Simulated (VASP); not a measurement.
# MgO in VASP: how settings move the PBE single point

Aim: see what changed inputs do to the PBE single point of MgO (wurtzite). This is a trial cell built on a prototype, not taken from a measured structure, and it needn't be the compound's ground state.

Program: VASP 6.6.1. PAW datasets, plane waves. Spin-unpolarised throughout. Whether this structure exists isn't addressed.

## Step 1: The system as given

The cell comes from an earlier relaxation with r2SCAN in another program, then strained, with the atoms relaxed again.

The symmetry is P6_3mc (No. 186, hexagonal); conventional cell a = 3.288 Å, c = 5.034 Å, 11.79 Å³ an atom. Around Mg lie 4 O at 1.97–1.99 Å; around O lie 4 Mg at 1.97–1.99 Å.

As a file:

```cif
data_structure
_symmetry_space_group_name_H-M 'P 1'
_symmetry_Int_Tables_number 1
_cell_length_a 3.2882
_cell_length_b 3.2882
_cell_length_c 5.0344
_cell_angle_alpha 90.000
_cell_angle_beta 90.000
_cell_angle_gamma 120.000
_cell_volume 47.14
loop_
_atom_site_label
_atom_site_type_symbol
_atom_site_fract_x
_atom_site_fract_y
_atom_site_fract_z
_atom_site_occupancy
Mg1 Mg 0.33333 0.66667 0.99016 1
Mg2 Mg 0.66667 0.33333 0.49016 1
O1 O 0.33333 0.66667 0.38484 1
O2 O 0.66667 0.33333 0.88484 1
```

## Step 2: The reference run

INCAR

```
ENCUT = 520.000000
SIGMA = 0.020000
EDIFF = 1.00e-07
GGA = PE
PREC = Accurate
IBRION = -1
ISIF = 2
ISMEAR = -1
NBANDS = 16
NELM = 120
NSW = 0
LASPH = .TRUE.
LCHARG = .FALSE.
LWAVE = .FALSE.
LREAL = .FALSE.
```

KPOINTS

```
KPOINTS created by Atomic Simulation Environment
0
Gamma
12 12 6
0 0 0
```

POSCAR

```
Mg O
 1.0000000000000000
     3.2882172280713431    0.0000000000000000    0.0000000000000000
    -1.6441086140356715    2.8476796526714323   -0.0000000000000000
     0.0000000000000000   -0.0000000000000000    5.0343662747697859
 Mg  O
   2   2
Cartesian
  0.0000000000000001  1.8984531017809547 -0.0495307266341288
  1.6441086140356715  0.9492265508904774  2.4676524107507638
  0.0000000000000001  1.8984531017809547  1.9374180796727984
  1.6441086140356715  0.9492265508904774  4.4546012170576903
```

A file KPOINTS_OPT adds named points for the levels; it doesn't enter the self-consistent loop.

Potentials: the recommended PBE PAW datasets, 16 valence electrons.

Launch:

```
> mpirun -np 1 vasp_std
```

## Step 3: Variant 1

INCAR, as its differences from that of step 2:

```diff
@@ -15 +15,3 @@
 LREAL = .FALSE.
+ALGO = All
+MAXMIX = 10
```

KPOINTS is that of step 2.

POSCAR is that of step 2.

## Step 4: Variant 2

INCAR

```
ENCUT = 520.000000
EDIFF = 1.00e-07
GGA = PE
PREC = Accurate
IBRION = -1
ISIF = 2
NBANDS = 16
NSW = 0
LASPH = .TRUE.
LCHARG = .FALSE.
LWAVE = .FALSE.
LREAL = .FALSE.
ISMEAR = 1
SIGMA = 0.1
NELM = 68
```

KPOINTS is that of step 2.

POSCAR is that of step 2.

## Step 5: Variant 3

INCAR, as its differences from that of step 2:

```diff
@@ -2,3 +2,2 @@
 SIGMA = 0.020000
-EDIFF = 1.00e-07
 GGA = PE
@@ -15 +14,2 @@
 LREAL = .FALSE.
+EDIFF = 1e-09
```

KPOINTS is that of step 2.

POSCAR is that of step 2.

Before running it: what results should come out? Wanted: for each run, changed; ending; energy change; pressure; electronic steps; usable.

As calculated:

| run | changed | ending | energy change (meV/atom) | pressure (GPa) | gap on the mesh (eV; negative: overlap) | electronic steps | time | usable |
| --- | --- | --- | --- | --- | --- | --- | --- | --- |
| ref. | – | converged | 0 | 3.5 | 3.54 | 13 | 28 s | yes |
| 1 | ALGO = All, MAXMIX = 10 | converged | 0.0 | 3.5 | 3.54 | 16 | 36 s | yes |
| 2 | ISMEAR = 1, SIGMA = 0.1, NELM = 68 | converged | 0.0 | 3.5 | 3.54 | 13 | 27 s | yes |
| 3 | EDIFF = 1e-09 | converged | 0.0 | 3.5 | 3.54 | 16 | 43 s | yes |

**Reading.** Of 3 altered inputs, 3 gave usable results.
